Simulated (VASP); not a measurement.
# SiO2 (Stishovite) (P4_2/mnm) in VASP: a series of runs

One crystal, SiO2 (Stishovite), is run at these levels: LDA; tasks: relaxation of shape and atoms at fixed volume.

Program: VASP 6.6.1. These are calculated values, not measurements. Logs are shortened: lines on timing, memory, paths and dates and some standing lists are left out, and cuts for length are marked.

### Step 1. Starting point

The structure is tetragonal, space group P4_2/mnm (No. 136). The conventional cell has a = 4.154 Å, b = 4.154 Å, c = 2.666 Å, α = 90.00°, β = 90.00°, γ = 90.00°. Around Si (site symmetry mmm) lie 6 O at 1.76 to 1.79 Å. O (site symmetry m2m) has 3 Si at 1.76 to 1.79 Å as nearest neighbours.

### Step 2. Relaxation of shape and atoms at fixed volume, LDA (a relaxed cell with its volume scaled by 0.94)

Input file INCAR:

```
SYSTEM = SiO2
PREC = Accurate
ENCUT = 600
EDIFF = 1E-7
ISMEAR = 0
SIGMA = 0.03
LREAL = .False.
LASPH = .True.
NELM = 80
ALGO = Normal
ISIF = 4
LWAVE = .False.
LCHARG = .False.
IBRION = 2
NSW = 40
EDIFFG = -0.01
KPAR = 2
```

Input file KPOINTS:

```
Automatic mesh
0
Gamma
  8 8 10
  0 0 0
```

Input file POSCAR:

```
SiO2                                    
1.0
    4.0695632344     -0.0000000000      0.0000000000
    0.0000000000      4.0695632344      0.0000000000
    0.0000000000      0.0000000000      2.6115454035
  Si              O             
     2     4
Direct
     0.0000000000000000    0.0000000000000000    0.0000000000000000
     0.5000000000000000    0.5000000000000000    0.5000000000000000
     0.3053962239363520    0.3053962239363520    0.0000000000000000
     0.1946037760636481    0.8053962239363520    0.5000000000000000
     0.6946037760636480    0.6946037760636480    0.0000000000000000
     0.8053962239363520    0.1946037760636481    0.5000000000000000
```

Potentials or basis: VASP PAW LDA potentials, release 64 (Si, O).

Launch:

```
cat potpaw_LDA.64/Si/POTCAR potpaw_LDA.64/O/POTCAR > POTCAR
mpirun -np 2 vasp_std > vasp.out
```

OUTCAR:

```text
SYSTEM = SiO2
   PREC = Accurate
   ENCUT = 600
   EDIFF = 1E-7
   ISMEAR = 0
   LREAL = .False.
   LASPH = .True.
   NELM = 80
   ISIF = 4
   IBRION = 2
   NSW = 40
   EDIFFG = -0.01

 ion  position               nearest neighbor table
   1  0.000  0.000  0.000-   4 1.72   6 1.72   4 1.72   6 1.72   5 1.76   3 1.76
   2  0.500  0.500  0.500-   3 1.72   5 1.72   3 1.72   5 1.72   4 1.76   6 1.76
   3  0.305  0.305  0.000-   2 1.72   2 1.72   1 1.76
   4  0.195  0.805  0.500-   1 1.72   1 1.72   2 1.76
   5  0.695  0.695  0.000-   2 1.72   2 1.72   1 1.76
   6  0.805  0.195  0.500-   1 1.72   1 1.72   2 1.76

  LATTYP: Found a simple tetragonal cell.
 ALAT       =     4.0695632344
 C/A-ratio  =     0.6417262131

  Lattice vectors:

 A1 = (   4.0695632344,   0.0000000000,   0.0000000000)
 A2 = (   0.0000000000,   4.0695632344,   0.0000000000)
 A3 = (   0.0000000000,   0.0000000000,   2.6115454035)

Analysis of symmetry for initial positions (statically):
=====================================================================
 Subroutine PRICEL returns:
 Original cell was already a primitive cell.

 Routine SETGRP: Setting up the symmetry group for a
 simple tetragonal supercell.

 Subroutine GETGRP returns: Found 16 space group operations
 (whereof  8 operations were pure point group operations)
 out of a pool of 16 trial point group operations.

The static configuration has the point symmetry D_2h.
 The point group associated with its full space group is D_4h.

Analysis of symmetry for dynamics (positions and initial velocities):
=====================================================================
 Subroutine PRICEL returns:
 Original cell was already a primitive cell.

 Routine SETGRP: Setting up the symmetry group for a
 simple tetragonal supercell.

 Subroutine GETGRP returns: Found 16 space group operations
 (whereof  8 operations were pure point group operations)
 out of a pool of 16 trial point group operations.

The dynamic configuration has the point symmetry D_2h.
 The point group associated with its full space group is D_4h.

 Subroutine INISYM returns: Found 16 space group operations
 (whereof  8 operations are pure point group operations),
 and found     1 'primitive' translations

----------------------------------------------------------------------------------------

                                     Primitive cell

  volume of cell :      43.2507

  direct lattice vectors                    reciprocal lattice vectors
     4.069563234  0.000000000  0.000000000     0.245726615  0.000000000  0.000000000
     0.000000000  4.069563234  0.000000000     0.000000000  0.245726615  0.000000000
     0.000000000  0.000000000  2.611545404     0.000000000  0.000000000  0.382915035

  length of vectors
     4.069563234  4.069563234  2.611545404     0.245726615  0.245726615  0.382915035

  position of ions in fractional coordinates (direct lattice)
     0.000000000  0.000000000  0.000000000
     0.500000000  0.500000000  0.500000000
     0.305396224  0.305396224  0.000000000
     0.194603776  0.805396224  0.500000000
     0.694603776  0.694603776  0.000000000
     0.805396224  0.194603776  0.500000000

  ion indices of the primitive-cell ions
   primitive index   ion index
                 1           1
                 2           2
                 3           3
                 4           4
                 5           5
                 6           6

----------------------------------------------------------------------------------------

 KPOINTS: Automatic mesh

Automatic generation of k-mesh.
 Grid dimensions read from file:
 generate k-points for:    8    8   10

 Generating k-lattice:

  Cartesian coordinates                     Fractional coordinates (reciprocal lattice)
     0.030715827  0.000000000  0.000000000     0.125000000  0.000000000  0.000000000
     0.000000000  0.030715827  0.000000000     0.000000000  0.125000000  0.000000000
     0.000000000  0.000000000  0.038291504     0.000000000  0.000000000  0.100000000

  Length of vectors
     0.030715827  0.030715827  0.038291504

  Shift w.r.t. Gamma in fractional coordinates (k-lattice)
     0.000000000  0.000000000  0.000000000

 Subroutine IBZKPT returns following result:
 ===========================================

 Found     90 irreducible k-points:

 Following reciprocal coordinates:
            Coordinates               Weight
  0.000000  0.000000  0.000000      1.000000
  0.125000  0.000000  0.000000      4.000000
  0.250000  0.000000  0.000000      4.000000
  0.375000  0.000000  0.000000      4.000000
  0.500000  0.000000  0.000000      2.000000
  0.125000  0.125000  0.000000      4.000000
[... 16 lines left out ...]
  0.375000  0.125000  0.100000     16.000000
  0.500000  0.125000  0.100000      8.000000
 [... further k-points ...]
   k-points           NKPTS =     90   k-points in BZ     NKDIM =     90   number of bands    NBANDS=     20
   number of dos      NEDOS =    301   number of ions     NIONS =      6
   total plane-waves  NPLWV =  31104
   dimension x,y,z NGX =    36 NGY =   36 NGZ =   24
   dimension x,y,z NGXF=    72 NGYF=   72 NGZF=   48
   ions per type =               2   4
   NGX,Y,Z   is equivalent  to a cutoff of  14.71, 14.71, 15.28 a.u.
   NGXF,Y,Z  is equivalent  to a cutoff of  29.41, 29.41, 30.56 a.u.
 SYSTEM =  SiO2
   PREC   = accura    normal or accurate (medium, high low for compatibility)
   ISTART =      0    job   : 0-new  1-cont  2-samecut
   ICHARG =      2    charge: 1-file 2-atom 10-const
   ISPIN  =      1    spin polarized calculation?
   LNONCOLLINEAR =      F non collinear calculations
   LSORBIT =      F    spin-orbit coupling
   LASPH  =      T    aspherical Exc in radial PAW
   ENCUT  =  600.0 eV  44.10 Ry    6.64 a.u.   8.13  8.13  5.22*2*pi/ulx,y,z
   NELM   =     80;   NELMIN=  2; NELMDL= -5     # of ELM steps
   EDIFF  = 0.1E-06   stopping-criterion for ELM
   LREAL  =      F    real-space projection
   EDIFFG = -.1E-01   stopping-criterion for IOM
   NSW    =     40    number of steps for IOM
   IBRION =      2    ionic relax: 0-MD 1-quasi-New 2-CG
   NFREE  =      1    steps in history (QN), initial steepest desc. (CG)
   ISIF   =      4    stress and relaxation
   ISYM   =      2    0-nonsym 1-usesym 2-fastsym
   POTIM  = 0.5000    time-step for ionic-motion
   TEBEG  =    0.0;   TEEND  =   0.0 temperature during run
   PSTRESS=    0.0 pullay stress
   NELECT =      32.0000    total number of electrons
   NUPDOWN=      -1.0000    fix difference up-down
   EMIN   =  10.00;   EMAX   =-10.00  energy-range for DOS
   EFERMI =   0.00;   METHOD = LEGACY
   ISMEAR =     0;   SIGMA  =   0.03  broadening in eV -4-tet -1-fermi 0-gaus
   EFERMI_NEDOS =   21; number of points for ismear=-14 and -15
   IALGO  =     38    algorithm
   IMIX   =      4    mixing-type and parameters
     AMIX     =   0.40;   BMIX     =  1.00
     AMIX_MAG =   1.60;   BMIX_MAG =  1.00
  volume/ion in A,a.u.               =       7.21        48.65
  Fermi-wavevector in a.u.,A,eV,Ry     =   1.480677  2.798074 29.829486  2.192405
  Thomas-Fermi vector in A             =   2.594682
   LORBIT       =      0    0 simple, 1 ext, 2 COOP (PROOUT), +10 PAW based schemes
   GGA     = CA    functional components
   LHFCALC =     F    Hartree Fock is set to
   AEXX    =    0.0000 exact exchange contribution
   IVDW    =     0    specifies the selected vdW correction
   LEPSILON=     F    determine dielectric tensor
   LRPA    =     F    only Hartree local field effects (RPA)
 conjugate gradient relaxation of ions
 non-spin polarized calculation
 Gauss-broadening in eV      SIGMA  =   0.03
  energy-cutoff  :      600.00
  volume of cell :       43.25
 maximum number of plane-waves:      1468
 NGX is ok and might be reduce to    36
   NGX = 17   NGY = 17   NGZ = 11

--------------------------------------- Ionic step        1  -------------------------------------------

 number of electron      31.9999995 magnetization

 Free energy of the ion-electron system (eV)
  ---------------------------------------------------
  ext. energy  EPLUGINS =         0.00000000
  ---------------------------------------------------
  free energy    TOTEN  =       -51.77976901 eV

  energy without entropy =      -51.77976901  energy(sigma->0) =      -51.77976901

------------------------ aborting loop because EDIFF is reached ----------------------------------------

  FORCE on cell =-STRESS in cart. coord.  units (eV):
  Direction    XX          YY          ZZ          XY          YZ          ZX
  --------------------------------------------------------------------------------------
  -------------------------------------------------------------------------------------
  Total        6.0044947      6.0044947      7.2292533      0.0000000      0.0000000      0.0000000
  in kB      222.4302578    222.4302578    267.8001639      0.0000000      0.0000000      0.0000000
  external PRESSURE =     237.5535598 kB  Pullay stress =       0.0000000 kB
[... 145 lines left out ...]
  energy  without entropy=      -51.7927458268  energy(sigma->0) =      -51.79274583

--------------------------------------- Ionic step        5  -------------------------------------------

 number of electron      32.0000001 magnetization

 Free energy of the ion-electron system (eV)
  ---------------------------------------------------
  ext. energy  EPLUGINS =         0.00000000
  ---------------------------------------------------
  free energy    TOTEN  =       -51.79277867 eV

  energy without entropy =      -51.79277867  energy(sigma->0) =      -51.79277867

 E-fermi :   9.3457     XC(G=0): -13.1220

 val. band max:        9.2104985404   @ k =   0.0000   0.0000   0.0000
 cond. band min:      15.7194454616   @ k =   0.0000   0.0000   0.0000
 fundamental gap:      6.5089469213
 Fermi energy:         9.3456553226

 k-point     1 :       0.0000    0.0000    0.0000
  band No.  band energies     occupation
      1     -14.0104      2.00000
      2      -9.8833      2.00000
      3      -9.8833      2.00000
      4      -9.4347      2.00000
      5      -2.3335      2.00000
      6       2.0952      2.00000
[... 12 lines left out ...]
     19      17.8769      0.00000
[... 513 lines left out ...]
      4      -9.3408      2.00000
      5      -0.4619      2.00000
      6      -0.4619      2.00000
[... 12 lines left out ...]
     19      19.1819      0.00000
     20      19.1819      0.00000

 [... further k-points ...]

------------------------ aborting loop because EDIFF is reached ----------------------------------------

  FORCE on cell =-STRESS in cart. coord.  units (eV):
  Direction    XX          YY          ZZ          XY          YZ          ZX
  --------------------------------------------------------------------------------------
  -------------------------------------------------------------------------------------
  Total        6.0221066      6.0221066      6.0222527     -0.0000000      0.0000000      0.0000000
  in kB      223.0826711    223.0826711    223.0880849     -0.0000000      0.0000000      0.0000000
  external PRESSURE =     223.0844757 kB  Pullay stress =       0.0000000 kB
[... 21 lines left out ...]
  FREE ENERGIE OF THE ION-ELECTRON SYSTEM (eV)
  ---------------------------------------------------
  free  energy   TOTEN  =       -51.7927786728 eV

  energy  without entropy=      -51.7927786728  energy(sigma->0) =      -51.79277867

 reached required accuracy - stopping structural energy minimisation
```

Run time: 61 s. Hardware: 2 MPI ranks of Intel Xeon 6975P-C (Granite Rapids), shared host; peak memory 0.18 GiB.

What came out:

- Free energy: -51.7928 eV
- Energy gained by relaxing: 2.2 meV/atom
- Ionic steps: 5
- Pressure after relaxing: 22.3 GPa
- Band gap on the k mesh: 6.51 eV, direct

The path:
| step | energy change (eV) | largest force (eV/Å) | pressure (GPa) |
| --- | --- | --- | --- |
| 1 | 0.0000 | 0.4257 | 23.76 |
| 2 | -0.0059 | 0.3746 | 21.54 |
| 3 | -0.0124 | 0.0391 | 22.36 |
| 4 | -0.0130 | 0.0099 | 22.30 |
| 5 | -0.0130 | 0.0005 | 22.31 |

Final structure:
```xyz
6
Lattice="4.0574 0.0000 0.0000 0.0000 4.0574 0.0000 0.0000 0.0000 2.6272" Properties=species:S:1:pos:R:3 pbc="T T T"
Si    0.0000    0.0000    0.0000
Si    2.0287    2.0287    1.3136
O     1.2314    1.2314    0.0000
O     0.7973    3.2601    1.3136
O     2.8260    2.8260    0.0000
O     3.2601    0.7973    1.3136
```

A k mesh can miss the band edges.

### Step 3. Relaxation of shape and atoms at fixed volume, LDA (a relaxed cell with its volume scaled by 0.96)

INCAR is that of step 2.

KPOINTS is that of step 2.

POSCAR: that of step 2 with these lines changed.

```diff
@@ -2,5 +2,5 @@
 1.0
-    4.0695632344     -0.0000000000      0.0000000000
-    0.0000000000      4.0695632344      0.0000000000
-    0.0000000000      0.0000000000      2.6115454035
+    4.0982230747     -0.0000000000      0.0000000000
+    0.0000000000      4.0982230747      0.0000000000
+    0.0000000000      0.0000000000      2.6299371743
   Si              O
```

Potentials or basis: VASP PAW LDA potentials, release 64 (Si, O).

Launch:

```
cat potpaw_LDA.64/Si/POTCAR potpaw_LDA.64/O/POTCAR > POTCAR
mpirun -np 2 vasp_std > vasp.out
```

It took 57 s on 2 MPI ranks of Intel Xeon 6975P-C (Granite Rapids), shared host; peak memory 0.19 GiB.

The run converged. Its results:

| Item | Value |
| --- | --- |
| Free energy | -51.9011 eV |
| Energy gained by relaxing | 1.0 meV/atom |
| Ionic steps | 4 |
| Pressure after relaxing | 14.0 GPa |
| Largest force after relaxing | 0.007 eV/Å |
| Band gap on the k mesh | 6.47 eV, direct |

Forces on the atoms (eV/Å):
```
Si   0.000  0.000  0.000
Si   0.000  0.000  0.000
O   -0.005 -0.005  0.000
O    0.005 -0.005  0.000
O    0.005  0.005  0.000
O   -0.005  0.005  0.000
```

Stress tensor (GPa, compression positive):
```
14.09  0.00  0.00
 0.00 14.09  0.00
 0.00  0.00 13.78
```

The path:
```csv
step,energy change (eV),largest force (eV/Å),pressure (GPa)
1,0.0000,0.2741,15.00
2,-0.0037,0.2025,13.55
3,-0.0056,0.0279,14.04
4,-0.0059,0.0070,13.99
```

Final structure:
```yaml
crystal:
  lattice:
    - [4.08869, 0.00000, 0.00000]
    - [0.00000, 4.08869, 0.00000]
    - [0.00000, 0.00000, 2.64221]
  atoms:
    - { symbol: Si, position: [0.00000, 0.00000, 0.00000] }
    - { symbol: Si, position: [0.50000, 0.50000, 0.50000] }
    - { symbol: O, position: [0.30408, 0.30408, 0.00000] }
    - { symbol: O, position: [0.19592, 0.80408, 0.50000] }
    - { symbol: O, position: [0.69592, 0.69592, 0.00000] }
    - { symbol: O, position: [0.80408, 0.19592, 0.50000] }
```

Levels at points of the mesh, in eV from the valence-band top:
```tsv
k point	band 13	band 14	band 15	band 16	band 17	band 18	band 19	band 20
(0.00, 0.00, 0.00)	-2.57	-0.94	-0.94	0.00	6.47	6.47	8.53	8.53
(0.50, 0.00, 0.00)	-2.86	-2.86	-1.12	-1.12	8.14	8.14	9.14	9.14
(0.50, 0.50, 0.00)	-2.96	-2.96	-2.48	-2.48	7.82	7.82	10.23	10.23
(0.00, 0.00, 0.50)	-3.51	-3.51	-2.90	-2.90	9.59	9.59	12.86	12.86
(0.50, 0.00, 0.50)	-2.43	-2.43	-1.93	-1.93	9.06	9.06	10.39	10.39
(0.50, 0.50, 0.50)	-1.81	-1.81	-1.71	-1.71	7.59	7.59	11.24	11.24
```

A k mesh can miss the band edges.

(Continued in part 2 of 2.)
